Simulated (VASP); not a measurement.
Crystal: CuO.

```
Cu O
1.0
     2.55255    0.00000    0.00000
     0.00000    2.55255    0.00000
     0.00000    0.00000    2.55255
Cu O
1 1
Direct
  0.00000 0.00000 0.00000
  0.50000 0.50000 0.50000
```

Measurements of this composition are mostly on another form, of space group No. 15.

Program: VASP 6.6.1. Alike in all runs: task single point; potentials or basis VASP PAW PBE potentials, release 64 (Cu, O); spin collinear, ferromagnetic start; cell as given; k mesh 7 × 7 × 7; cutoff (eV) 520; smearing gaussian 0.05 eV.

Problem. Order these runs on this cell by their pressure, lowest first.
A. level PBE+U; U Cu d U = 2 eV
B. level r2SCAN+U; U Cu d U = 7 eV; fixed moment (μB) 4
C. level r2SCAN+U; U Cu d U = 4 eV; fixed moment (μB) 0

Solution. C (8.2 GPa), A (21.1 GPa), B (115.7 GPa).

Caveats: the PAW data sets were made with another functional, which shifts forces and pressure a little (some runs); the total moment is fixed, so each spin has its own Fermi level (some runs); a cell with one magnetic atom can't hold antiferromagnetic order, which such compounds often take (some runs); the moment is held away from its start (some runs); a pressure of tens of GPa on the cell as given is suspect, and the run, the potentials or the cell itself is likely at fault (some runs).
